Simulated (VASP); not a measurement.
Crystal: SiC.

```
Si C
1.0
     0.00000    2.11927    2.11927
     2.11927    0.00000    2.11927
     2.11927    2.11927    0.00000
Si C
1 1
Direct
  0.00000 0.00000 0.00000
  0.50000 0.50000 0.50000
```

The cell was built by a generator and needn't be a form met in nature.

- Program: VASP 6.6.1
- Task: relaxation of cell and atoms
- Functional: r2SCAN
- Potentials or basis: VASP PAW PBE potentials, release 64 (Si, C)
- Cutoff: 600 eV
- k mesh: 8 × 8 × 8
- Occupations: gaussian, width 0.1 eV
- Spin: no spin polarisation

At the start: pressure -27.1 GPa; volume 9.52 Å³/atom.

Question: How do energy, volume and symmetry change on relaxing?

Answer: Over 3 steps the energy falls by 137.7 meV/atom and the volume is 8.17 Å³/atom (-14.2 %); space group Fm-3m (No. 225, to 0.05 Å).

Step by step:
```tsv
step	energy change (eV)	largest force (eV/Å)	pressure (GPa)	volume (Å³)
1	0.0000	0.0000	-27.05	19.04
2	-0.1586	0.0000	29.18	14.94
3	-0.2754	0.0000	-0.44	16.33
```

Final structure:
```
CELL_PARAMETERS angstrom
0.00000 2.01368 2.01368
2.01368 0.00000 2.01368
2.01368 2.01368 0.00000
ATOMIC_POSITIONS crystal
Si 0.00000 0.00000 0.00000
C 0.50000 0.50000 0.50000
```

Caveat: the PAW data sets were made with another functional, which shifts forces and pressure a little.
